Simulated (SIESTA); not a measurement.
Bi in SIESTA: convergence with real-space mesh cutoff

The system is Bi, a slab with vacuum.

```
Bi
1.0
     4.53900    0.00000    0.00000
    -2.26950    3.93089    0.00000
     0.00000    0.00000   26.82900
Bi
3
Direct
  0.33333 0.66667 0.27955
  0.66667 0.33333 0.50000
  0.33333 0.66667 0.72045
```

The slab is cut from a database's or a generator's crystal, which needn't be the stable form of the element.

- Program: SIESTA 5.4.2
- Task: single point
- Functional: PBE
- Potentials or basis: PseudoDojo 0.4 standard (PBE files)
- Basis: DZP (energy shift 0.003 Ry; two zetas on semicore shells)
- Grid cutoff: 100 Ry
- Energy shift: 0.003 Ry
- k mesh: 5 × 5 × 1
- Occupations: fermi-dirac, width 0.05 eV
- Spin: no spin polarisation

These are the settings of the first run; the series varies real-space mesh cutoff, with any setting tied to it.

Hardware: 1 thread of Arm Neoverse V2 (shared host).

```
real-space mesh cutoff  energy less the tightest run, at zero smearing (meV/atom)  largest force (eV/Å)  SCF cycles  CPU time (s)  peak memory (GiB)
                100 Ry                                                     -61.70                 0.069          11           3.2               0.14
                150 Ry                                                     -18.57                 0.075          12           5.2               0.16
                200 Ry                                                      -6.81                 0.074          12           7.9               0.18
                300 Ry                                                      -1.57                 0.074          12            15               0.25
                400 Ry                                                      -1.32                 0.074          12            17               0.26
                500 Ry                                                      -0.62                 0.074          12            24               0.33
                700 Ry                                                      -0.22                 0.074          12            37               0.45
                900 Ry                                                      -0.09                 0.074          12            52               0.59
               1200 Ry                                                       0.00                 0.074          12            96                  1
```

Against the tightest run, the energy stays within 1 meV/atom from 500 Ry on; the largest force stays within 0.005 eV/Å from 150 Ry on. Values are those asked for, which the program may round to a finer grid. The tightest run that finished is the yardstick and may itself not be fully converged.
